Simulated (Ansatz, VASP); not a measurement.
**SiC in VASP and in Ansatz**

File POSCAR:

```
SiC
1.0
    0.0601107117      2.1630202559      2.1630202559
    2.1630202559      0.0601107117      2.1630202559
    2.1630202559      2.1630202559      0.0601107117
Si C
1 1
Direct
    0.0014635240      0.0014635240      0.0014635240
    0.2485364760      0.2485364760      0.2485364760
```

The input INCAR.step1:

```
SYSTEM = SiC
PREC = Accurate
ENCUT = 520
ISMEAR = 0
SIGMA = 0.01
LREAL = .False.
LASPH = .True.
NELM = 80
NBANDS = 11
GGA = PE
ALGO = Normal
EDIFF = 1E-4
LWAVE = .True.
LCHARG = .False.
```

Contents of INCAR.step2:

```
SYSTEM = SiC
PREC = Accurate
ENCUT = 520
EDIFF = 1E-6
ISMEAR = 0
SIGMA = 0.01
LREAL = .False.
LASPH = .True.
NELM = 80
ALGO = Normal
ISIF = 2
LWAVE = .False.
LCHARG = .False.
METAGGA = R2SCAN
LMIXTAU = .True.
NBANDS = 11
ISTART = 1
```

The input KPOINTS:

```
regular mesh
0
Gamma
  10 10 10
  0 0 0
```

Input for Ansatz:

```yaml
crystal:
  lattice:
    - [0.0601107117, 2.1630202559, 2.1630202559]
    - [2.1630202559, 0.0601107117, 2.1630202559]
    - [2.1630202559, 2.1630202559, 0.0601107117]
  atoms:
    - { symbol: Si, position: [0.001463524, 0.001463524, 0.001463524] }
    - { symbol: C, position: [0.248536476, 0.248536476, 0.248536476] }
kpoints:
  mp_grid: { grid: [10, 10, 10] }
  band_path:
    path:
      - [0.0, 0.0, 0.0]
      - [-0.5, -0.5, 0.0]
      - [-0.375, -0.375, 0.25]
      - [-0.375, 0.0, 0.375]
      - [0.0, 0.0, 0.5]
      - [-0.5, -0.25, 0.25]
      - [0.0, 0.5, 0.5]
    npoints: 1
hamiltonian:
  xc: r2scan
scf:
  occupations: { method: fixed }
  n_extra_bands: 4
output:
  forces: true
  stress: true
  eigenvalues: true
```

Change from the starting cell: epitaxial_111 strain -3.5%.

Alike in both runs: task single point; functional r2SCAN; k mesh 10 × 10 × 10; no spin polarisation.

```csv
,VASP,Ansatz
version,VASP 6.6.1,Ansatz 0.2.0
potentials or method,"VASP PAW PBE potentials, release 64 (Si, C)","plane waves, PAW"
plane-wave cutoff (eV),520,500
occupations,"gaussian, width 0.01 eV",fixed
valence electrons in the cell,8,8
```

Ansatz gave:

| Quantity | Value |
| --- | --- |
| gap on the k mesh at the Fermi level (eV) | 1.45 |
| pressure (GPa) | 16.5 |
| largest component of the traceless stress (GPa) | 8.25 |

What did VASP give for the same quantities?

gap on the k mesh at the Fermi level (eV): 1.46; pressure (GPa): 16.3; largest component of the traceless stress (GPa): 8.30.

Caveats: so large a pressure means that the cell lies far from this level's equilibrium, or that cutoff or potentials fall short (VASP); the potentials were made for another functional, which shifts forces and pressure (VASP). A k mesh can miss the band edges.
